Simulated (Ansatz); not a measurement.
# W: a slab and its surfaces, (110), 5 layers

What do the surfaces of W (110), 5 layers cost, and how tightly do they hold an electron? Methods of the runs shown: PAW. Its runs: bulk cell relaxed (PAW); bulk in the slab's orientation (PAW); the reference run (PAW); atoms relaxed (PAW); no images along the normal (PAW); field of 0.5 V/Å along the normal (PAW); core holes in 4f of W (PAW).

Computed with Ansatz 0.2.0 (DFT, PBEsol, PAW with Ansatz's default frozen-core files, scalar-relativistic, unless a step's input says otherwise).

## 1. The structure to begin with

It takes space group Im-3m (No. 229, cubic). The conventional cell has a = 3.157 Å, b = 3.157 Å, c = 3.157 Å, α = 90.00°, β = 90.00°, γ = 90.00°. W (site symmetry m-3m) has 8 W at 2.73 Å in its first shell of neighbours.

Structure file:

```
W
1.0
    -1.57842    1.57842    1.57842
     1.57842   -1.57842    1.57842
     1.57842    1.57842   -1.57842
W
1
Direct
  0.00000 0.00000 0.00000
```

## 2. Bulk cell relaxed, PAW

Input file input.yaml:

```yaml
crystal:
  lattice:
    - [-1.5784212184, 1.5784212184, 1.5784212184]
    - [1.5784212184, -1.5784212184, 1.5784212184]
    - [1.5784212184, 1.5784212184, -1.5784212184]
  atoms:
    - { symbol: W, position: [0.0, 0.0, 0.0] }
kpoints:
  mp_grid: { grid: [19, 19, 19] }
scf:
  occupations: { method: fermi_dirac, width: 0.1 }
hamiltonian:
  xc: pbesol
  pseudopotentials: { kind: paw }
output:
  forces: true
  stress: true
relax:
  f_tol: 0.005
  max_steps: 40
  cell: {}
```

Command:

```bash
$ ansatz run input.yaml --threads 2 --pin off --max-ram 4096MiB --backend cpu --events-out ev --progress --plain --runs-dir out
```

Log:

```text
Engine: ansatz 0.2.0
Pseudopotentials: kind: paw
Pseudopotential: W, paw, valence charge 14, recommended cutoff 420 eV (normal)
Functional definition: PBEsol
  exchange = pbesol_x
  correlation = pbesol_c
Crystal: 1 atoms, lattice volume = 15.730 Å³
Basis set: ecut = 420 eV, 321 PW (Γ), exchange–correlation on 40×40×40 points (8 copies of the dense FFT grid, shifted against one another)
Bands: 11, of which v1, the nominal top of the filled ones, is band 7 counted from 1 (6 counted from 0)
Symmetry: 48 space group operations
Space group: Im-3m (ITA 229), of the structure as read, at distance tolerance 2.5e-5 Å
k-points: 220 of 6859
Non-local potential: W, projectors of the file, l = 0: 3, l = 1: 2, l = 2: 2, l = 3: 1
PAW form: soft (Blöchl's): semilocal exchange-correlation on the pseudo side does not see the compensation charge
PAW frozen core: W, regenerated for the run's functional, and the local potential with it (the file was generated under x = pbe(κ = 0.804, μ = 0.2195149727645171), c = pbe(β = 0.06672455060314922))
PAW one-centre angular grid: W, 590 points (default); XC on 64 Gauss nodes
Initial density: superposition of atomic densities (neutral atoms: chi_scale 0, normalization atom), corrected by the library's trained network
Initial wavefunctions: pseudopotential atomic-orbital guess
Functional: x = pbesol(κ = 0.804, μ = 0.12345679012345678), c = pbesol(β = 0.046)
SCF iter   1: F=—  HF=-10256.574635 eV  |F-HF|=—  |Δ(HF+E_count)|=         —  Δρ=1.91e-3  dr2=1.11e-4  ethr=1.77e-3  ⟨swp⟩=5.0  Hψ=12716  notcnv=0
preconditioner: auto → none  [metal: Δε(μ)=0.067 eV  Ē_g=9.132 eV  σ=0.100 eV  W_gap=0.16  n_scr=0 (ndim 8)  ℏωp=22.9 eV  f_vac=0.000  D(μ)=0.41/eV (n_scr^D=0)]
SCF iter   2: F=—  HF=-10256.574418 eV  |F-HF|=—  |Δ(HF+E_count)|=   2.17e-4  Δρ=1.01e-3  dr2=3.69e-5  ethr=7.94e-7  ⟨swp⟩=2.0  Hψ=5437  notcnv=0
SCF iter   3: F=—  HF=-10256.574462 eV  |F-HF|=—  |Δ(HF+E_count)|=   4.38e-5  Δρ=3.07e-4  dr2=1.34e-5  ethr=2.63e-7  ⟨swp⟩=2.0  Hψ=3743  notcnv=0
SCF iter   4: F=—  HF=-10256.574456 eV  |F-HF|=—  |Δ(HF+E_count)|=   5.90e-6  Δρ=9.87e-5  dr2=1.31e-6  ethr=9.61e-8  ⟨swp⟩=2.9  Hψ=3809  notcnv=0
iter 5 did not close the SCF: its close was put off for the readings that it lacked (scf_convergence_deferred on its scf_iter line)
SCF iter   5: F=-10256.574456 eV  HF=-10256.574456 eV  |F-HF|=6.12e-8  |Δ(HF+E_count)|=   6.03e-7  Δρ=2.48e-5  dr2=7.27e-8  ethr=9.37e-9  ⟨swp⟩=2.9  Hψ=3955  notcnv=0
SCF iter   6: F=-10256.574456 eV  HF=-10256.574456 eV  |F-HF|=3.09e-9  |Δ(HF+E_count)|=   3.32e-8  Δρ=5.61e-6  dr2=3.66e-9  ethr=5.19e-10  ⟨swp⟩=2.3  Hψ=8586  notcnv=0
SCF 1 converged in 6 iterations: F = -10256.574456 eV  dr2 = 3.66e-9
relax step   1: F+E_penalty+E_count = -10256.57445565 eV  Δ(F+E_penalty+E_count) = +0.000e0 eV  max|allowed force component| = 0.000e0 eV/Å  Δτ_max = 0.0000 Å  P = -0.906 GPa  Ω = 15.730 Å³  (6 SCF iters, dr2 threshold 1.00e-7 eV, accepted)
Crystal: 1 atoms, lattice volume = 15.568 Å³
Initial density: handed on by an earlier stage of this run
Initial wavefunctions: those handed on with the density
iter 1 solved again at ethr=1.19e-7 eV; its pass at ethr=3.10e-3 eV (dr2=1.67e-5 eV) is discarded
SCF iter   1: F=—  HF=-10256.573737 eV  |F-HF|=—  |Δ(HF+E_count)|=         —  Δρ=3.53e-4  dr2=4.86e-6  ethr=1.19e-7  ⟨swp⟩=2.3  Hψ=16631  notcnv=0
preconditioner: auto → none  [metal: Δε(μ)=0.064 eV  Ē_g=9.232 eV  σ=0.100 eV  W_gap=0.16  n_scr=0 (ndim 8)  ℏωp=23.1 eV  f_vac=0.000  D(μ)=0.40/eV (n_scr^D=0)]
SCF iter   2: F=—  HF=-10256.573740 eV  |F-HF|=—  |Δ(HF+E_count)|=   3.12e-6  Δρ=1.72e-4  dr2=9.79e-7  ethr=3.47e-8  ⟨swp⟩=2.9  Hψ=3755  notcnv=0
SCF iter   3: F=-10256.573742 eV  HF=-10256.573742 eV  |F-HF|=3.41e-9  |Δ(HF+E_count)|=   1.56e-6  Δρ=2.13e-5  dr2=2.59e-8  ethr=7.14e-10  ⟨swp⟩=3.1  Hψ=8236  notcnv=0
SCF 2 converged in 3 iterations: F = -10256.573742 eV  dr2 = 2.59e-8
relax step   2: F+E_penalty+E_count = -10256.57374169 eV  Δ(F+E_penalty+E_count) = +7.140e-4 eV  max|allowed force component| = 0.000e0 eV/Å  Δτ_max = 0.0000 Å  P = +2.471 GPa  Ω = 15.568 Å³  energy of the carried Pulay correction = +6.353e-5 eV  (3 SCF iters, dr2 threshold 1.00e-7 eV, rejected (line search))
Crystal: 1 atoms, lattice volume = 15.686 Å³
iter 1 solved again at ethr=6.66e-8 eV; its pass at ethr=3.10e-3 eV (dr2=9.32e-6 eV) is discarded
SCF iter   1: F=—  HF=-10256.574597 eV  |F-HF|=—  |Δ(HF+E_count)|=         —  Δρ=2.39e-4  dr2=2.26e-6  ethr=6.66e-8  ⟨swp⟩=2.2  Hψ=16364  notcnv=0
preconditioner: auto → none  [metal: Δε(μ)=0.066 eV  Ē_g=9.160 eV  σ=0.100 eV  W_gap=0.16  n_scr=0 (ndim 8)  ℏωp=23.0 eV  f_vac=0.000  D(μ)=0.41/eV (n_scr^D=0)]
SCF iter   2: F=—  HF=-10256.574597 eV  |F-HF|=—  |Δ(HF+E_count)|=   6.50e-7  Δρ=1.17e-4  dr2=4.58e-7  ethr=1.61e-8  ⟨swp⟩=2.9  Hψ=3734  notcnv=0
SCF iter   3: F=—  HF=-10256.574599 eV  |F-HF|=—  |Δ(HF+E_count)|=   1.26e-6  Δρ=1.43e-5  dr2=1.20e-8  ethr=3.27e-9  ⟨swp⟩=2.0  Hψ=2640  notcnv=0
SCF iter   4: F=—  HF=-10256.574599 eV  |F-HF|=—  |Δ(HF+E_count)|=   4.24e-9  Δρ=1.55e-6  dr2=8.81e-11  ethr=8.57e-11  ⟨swp⟩=2.0  Hψ=3917  notcnv=0
SCF iter   5: F=-10256.574599 eV  HF=-10256.574599 eV  |F-HF|=1.82e-12  |Δ(HF+E_count)|=  3.46e-11  Δρ=8.86e-8  dr2=4.04e-13  ethr=1.00e-12  ⟨swp⟩=5.9  Hψ=9233  notcnv=0
SCF 3 converged in 5 iterations: F = -10256.574599 eV  dr2 = 4.04e-13
relax step   3: F+E_penalty+E_count = -10256.57459876 eV  Δ(F+E_penalty+E_count) = -1.431e-4 eV  max|allowed force component| = 0.000e0 eV/Å  Δτ_max = 0.0000 Å  P = -0.011 GPa  Ω = 15.686 Å³  energy of the carried Pulay correction = +1.711e-5 eV  (5 SCF iters, accepted)
Initial wavefunctions: pseudopotential atomic-orbital guess (no wavefunctions were taken with the density)
iter 1 solved again at ethr=4.13e-8 eV; its pass at ethr=3.10e-3 eV (dr2=5.78e-6 eV) is discarded
SCF iter   1: F=—  HF=-10256.574586 eV  |F-HF|=—  |Δ(HF+E_count)|=         —  Δρ=5.88e-6  dr2=7.95e-10  ethr=4.13e-8  ⟨swp⟩=3.0  Hψ=19733  notcnv=0
eigensolver tolerance schedule: the retry pair's looser diagonalisation over-reported the residual by 7268.62 of it (diagonalisation noise at 0.11 of the residual, at the tolerance the schedule requests for it); recorded, not acted on — ethr = c·dr2/N_el stays at c = 1.0e-1
preconditioner: auto → none  [metal: Δε(μ)=0.066 eV  Ē_g=9.159 eV  σ=0.100 eV  W_gap=0.16  n_scr=0 (ndim 8)  ℏωp=23.0 eV  f_vac=0.000  D(μ)=0.41/eV (n_scr^D=0)]
SCF iter   2: F=—  HF=-10256.574585 eV  |F-HF|=—  |Δ(HF+E_count)|=   8.68e-7  Δρ=2.72e-6  dr2=1.45e-10  ethr=5.68e-12  ⟨swp⟩=3.2  Hψ=4500  notcnv=0
SCF iter   3: F=-10256.574585 eV  HF=-10256.574585 eV  |F-HF|=3.64e-12  |Δ(HF+E_count)|=  4.37e-11  Δρ=3.41e-7  dr2=2.67e-12  ethr=1.00e-12  ⟨swp⟩=4.2  Hψ=10277  notcnv=0
SCF 4 converged in 3 iterations: F = -10256.574585 eV  dr2 = 2.67e-12
relax step   4: F+E_penalty+E_count = -10256.57458494 eV  Δ(F+E_penalty+E_count) = +1.382e-5 eV  max|allowed force component| = 0.000e0 eV/Å  Δτ_max = 0.0000 Å  P = -0.011 GPa  Ω = 15.686 Å³  stress off target by 1.10e-2 GPa  SCF on the basis re-selected at this cell (its energy is not comparable with the rows above)  (3 SCF iters)
basis re-selected at this cell: Δ(F+E_penalty+E_count) = +1.382e-5 eV, ΔP = +0.000 GPa vs the last step (what re-selecting the basis moved, of the pressure what is left beyond the Pulay correction that the steps carried, after the strain that the cell walked since its last selection, with what the two solves' SCF thresholds leave and, on support functions, any second-order correction that the steps lacked; it is no measure of the basis error at this ecutwfc). This SCF's stress stands 1.10e-2 GPa from its target on what of the cell is left free (relax.cell.stress_tol is 5.00e-2 GPa) and its largest allowed force component is 0.00e0 eV/Å (relax.f_tol is 5.00e-3 eV/Å): within both
SCF converged after 3 iterations
Free energy (F): -10256.574585 eV
Harris-Foulkes:  -10256.574585 eV  (|F-HF|=3.64e-12)
Internal energy: -10256.560513 eV  (E = F + TS)
E sigma→0 (E₀):  -10256.567549 eV
Entropy (-TS):   -0.014072 eV (-14.072 meV/atom)
Fermi energy:    22.696632 eV
--- Per-component energies (eV) ---
  E_band       = -79.882990
  E_kinetic    = 450.754026
  E_local      = -593.876327  (includes V_loc(G=0)·N_el)
  E_nonlocal   = 3.050502
  E_hartree    = 213.128745
  E_xc         = -265.437396
  E_vxc        = -238.915125  (∫ρ·V_xc dr)
  E_paw        = -8436.083175  (= ΣΔE_a)
  E_vpaw       = -127.153478  (= ΣTr[D̂ρ^β])
  E_aug_tail   = -0.000058  (compensation charges beyond the density's cutoff)
  E_ewald      = -1628.318622
  E_core_change = 0.221792  (= ΣΔE_core)
  E_smearing   = -0.014072  (= −TS)
  E_closure    = 0.000000  (closes the sum)
  Σ components = -10256.574585   (vs F -10256.574585, Δ=0.00e0)
--- Forces (eV/Å), atoms counted from 1 ---
  atom   1  W      0.00000000     0.00000000     0.00000000
  max |Σ_I F_I| component: 9.45e-32 eV/Å
--- Stress (GPa, compression-positive) ---
       -0.011046      -0.000000       0.000000
        0.000000      -0.011046      -0.000000
       -0.000000      -0.000000      -0.011046
  P = ⅓ Tr σ = -0.0110 GPa (-0.110 kbar)
--- Relaxed structure (3 steps of the walk, 2 accepted, 1 SCFs on fresh bases) ---
  F+E_penalty+E_count = -10256.57458494 eV   max|allowed force component| = 0.000e0 eV/Å   (the final SCF, on the basis selected at the relaxed cell)
  cell:  # Å, volume = 15.6861 Å³
    - [-1.5769517518796954, 1.5769517518796954, 1.5769517518796954]
    - [1.5769517518796954, -1.5769517518796954, 1.5769517518796954]
    - [1.5769517518796954, 1.5769517518796954, -1.5769517518796954]
  atoms:
    - { symbol: W, position: [0.0, 0.0, 0.0] }
```

It took 3.7 s on 2 threads of Arm Neoverse V2, shared host; peak memory 0.31 GiB.

Step by step:

```csv
step,energy from step 1 (eV/cell),largest force component (eV/Å),pressure (GPa),volume (Å³)
1,0.0000,0.0000,-0.91,15.73
2x,0.0007,0.0000,2.47,15.57
3,-0.0001,0.0000,-0.01,15.69
4,-0.0001,0.0000,-0.01,15.69
```

Step 1 is the start. Step 4 repeats the geometry before on a plane-wave basis chosen anew for that cell, so the energy can jump there without any move; the table keeps such jumps. 1 step was tried and not accepted (2; marked x where the table lists them).

| input's cell | before | after | change |
| --- | --- | --- | --- |
| a (Å) | 2.734 | 2.731 | -0.1 % |
| b (Å) | 2.734 | 2.731 | -0.1 % |
| c (Å) | 2.734 | 2.731 | -0.1 % |
| volume (Å³/atom) | 15.73 | 15.69 | -0.3 % |

## 3. Bulk in the slab's orientation, PAW

Input file input.yaml:

```yaml
crystal:
  lattice:
    - [-1.5769517519, 1.5769517519, 1.5769517519]
    - [1.5769517519, -1.5769517519, 1.5769517519]
    - [3.1539035038, 3.1539035038, 0.0]
  atoms:
    - { symbol: W, position: [0.0, 0.0, 0.0] }
    - { symbol: W, position: [0.5, 0.5, 0.5] }
kpoints:
  mp_grid: { grid: [14, 14, 8] }
scf:
  occupations: { method: fermi_dirac, width: 0.1 }
hamiltonian:
  xc: pbesol
  pseudopotentials: { kind: paw }
output:
  forces: true
  stress: true
  eigenvalues: true
```

Command:

```bash
$ ansatz run input.yaml --threads 2 --pin off --max-ram 4096MiB --backend cpu --events-out ev --progress --plain --runs-dir out
```

Log (excerpt; [...] marks lines left out):

```text
[...]
Pseudopotentials: kind: paw
Pseudopotential: W, paw, valence charge 14, recommended cutoff 420 eV (normal)
Functional definition: PBEsol
[...]
Crystal: 2 atoms, lattice volume = 31.372 Å³
Basis set: ecut = 420 eV, 633 PW (Γ), exchange–correlation on 40×40×60 points (8 copies of the dense FFT grid, shifted against one another)
Bands: 18, of which v1, the nominal top of the filled ones, is band 14 counted from 1 (13 counted from 0)
[...]
--- Stress (GPa, compression-positive) ---
        0.241528       0.223308       0.000000
        0.223308       0.241528       0.000000
       -0.000000       0.000000      -0.093843
  P = ⅓ Tr σ = 0.1297 GPa (1.297 kbar)
--- Band table (eV; the first three rows and the last of 285) ---
  k-point 0: bands = ["-51.3503", "-51.2081", "-16.2640", "-15.3601", "-14.9354", "-14.9272", "-14.9249", "-14.9208", "13.0186", "16.3626", "19.0850", "21.4522", "21.4564", "21.4599", "23.4677", "24.8720", "24.9671", "24.9679"]
[...]
```

It took 3 s on 2 threads of Arm Neoverse V2, shared host; peak memory 0.39 GiB.

This run gives: pressure 0.13 GPa; no gap.

## 4. The slab

The slab cell holds 5 atoms: a = 2.731 Å, b = 2.731 Å, c = 24.921 Å, α = 90.00°, β = 90.00°, γ = 109.47°.

(Part 1 of 3 ends here.)
